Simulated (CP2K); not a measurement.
Zn under changes of volume

One of the cells (15.451 Å³/atom); the others are scaled copies at fixed shape and fractional positions:

```
Zn
1.0
     2.71765    0.00000    0.00000
    -0.90588    2.56223    0.00000
    -0.90588   -1.28111    2.21895
Zn
1
Direct
  0.00000 0.00000 0.00000
```

This isn't the form of Zn at room conditions, which is hcp.

* Program: CP2K 2026.2
* Functional: PBE
* Potentials or basis: POTENTIAL_UZH Zn GTH-PBE-q12; TZVP-MOLOPT-PBE-GTH basis
* Density cutoff: 6123 eV
* k mesh: 12 × 12 × 12
* Occupations: fermi-dirac, width 0.05 eV
* Spin: no spin polarisation

```csv
volume (Å³/atom),energy over the lowest point (meV/atom),pressure (GPa)
14.524,?,?
14.833,5.16,2.8
15.142,1.26,1.3
15.451,0.00,-0.1
15.760,1.18,-1.3
16.069,4.55,-2.3
16.378,9.81,-3.2
```

Problem. What does the run at 14.524 Å³/atom give?

Solution. Energy over the lowest point 12.02 meV/atom; pressure 4.5 GPa.

Worked out: A Birch-Murnaghan fit of order 3 (a polynomial in V^(-2/3)) to the other rows has its minimum at 15.45 Å³/atom with B0 = V·E''(V) = 62 GPa and B' = 4.4. It gives 12.08 meV/atom at 14.524 Å³/atom, against the run's 12.02, and -dE/dV = 4.4 GPa, against 4.5.

Energies are extrapolated to zero smearing.

Caveats: the basis of atomic orbitals isn't converged, which shifts pressures, moduli and gaps.
